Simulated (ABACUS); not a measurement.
# CdTe: single point with SOGGA

**The experiment to reproduce.**

A printed reference work, data compilation reports, for a bulk crystal of CdTe at 0 K: band gap 1.607 eV.

The system is CdTe.

```
Te Cd
1.0
     0.00000    3.20500    3.20500
     3.20500    0.00000    3.20500
     3.20500    3.20500    0.00000
Te Cd
1 1
Direct
  0.25000 0.25000 0.25000
  0.00000 0.00000 0.00000
```

- Program: ABACUS 3.10.1
- Task: single point
- Functional: SOGGA
- Potentials or basis: GBRV ultrasoft 1.5 PBEsol
- Cutoff: 544 eV
- Density cutoff: 4354 eV
- Basis: plane waves
- k mesh: 6 × 6 × 6
- Occupations: fermi-dirac, width 0.05 eV
- Spin: no spin polarisation

The pressure is 1.3 GPa and the band gap on the k mesh is 0.77 eV, direct.

Levels at points of the mesh, in eV from the valence-band top:
```
           k point  band 7  band 8  band 9  band 10  band 11  band 12
(0.00, 0.00, 0.00)    0.00    0.00    0.00     0.77     4.46     4.46
(0.50, 0.50, 0.50)   -4.69   -0.85   -0.85     1.74     5.07     5.07
(0.50, 0.50, 0.00)   -4.52   -2.02   -2.02     2.37     2.54     8.89
```

It took 16 s on 4 MPI ranks on Intel(R) Xeon(R) Platinum 8488C (Sapphire Rapids), on a shared host, peak memory 0.88 GiB a rank.

A measured gap of CdTe is 1.607 eV (0 K; a printed reference work, data compilation); the calculated 0.77 eV misses it by -0.84 eV. Spin-orbit coupling on Cd, Te is left out. The value is that of SOGGA, without temperature or zero-point motion.

Caveat: the potentials were made for another functional, which shifts forces and pressure; spin-orbit coupling is left out, which moves the levels of the heavy elements.
